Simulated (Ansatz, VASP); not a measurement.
## One calculation of GaSb3, two programs

```
Sb Ga
1.0
     0.00000    3.73060    3.73060
     3.73060    0.00000    3.73060
     3.73060    3.73060    0.00000
Sb Ga
3 1
Direct
  0.50031 0.50350 0.49744
  0.75419 0.75328 0.75013
  0.24185 0.26492 0.25236
  0.00685 0.00417 0.99441
```

Change from the starting cell: atoms moved at random, drawn with an rms of 0.05 Å.

Alike in both runs: task single point; functional PBEsol; k mesh 6 × 6 × 6; occupations fermi-dirac, width 0.05 eV; no spin polarisation.

|  | VASP | Ansatz |
| --- | --- | --- |
| version | VASP 6.6.1 | Ansatz 0.2.0 |
| potentials or method | VASP PAW PBE potentials, release 64 (Sb, Ga_d) | Ansatz PAW |
| plane-wave cutoff (eV) | 520 | 420 |
| valence electrons in the cell | 28 | 58 |

```tsv
	VASP	Ansatz	Ansatz less VASP
gap on the k mesh at the Fermi level (eV)	none	none	-
pressure (GPa)	-3.4	-3.4	0.00
largest component of the traceless stress (GPa)	0.39	0.39	-0.003
rms of the force components (eV/Å)	0.017	0.017	0.0000
```

Atom by atom the forces differ by 0.001 eV/Å (rms over components). A gap of «none» marks a metal or a gap that the smearing closes. The two sets of potentials don't hold the same shells in valence.

Caveats: the PAW data sets were made with another functional, which shifts forces and pressure a little (VASP); the PAW data sets come from PBE, with cores solved anew for the run's functional, which leaves a small shift of forces and pressure (Ansatz). The runs have no spin-orbit coupling, so splittings on Sb are missing.
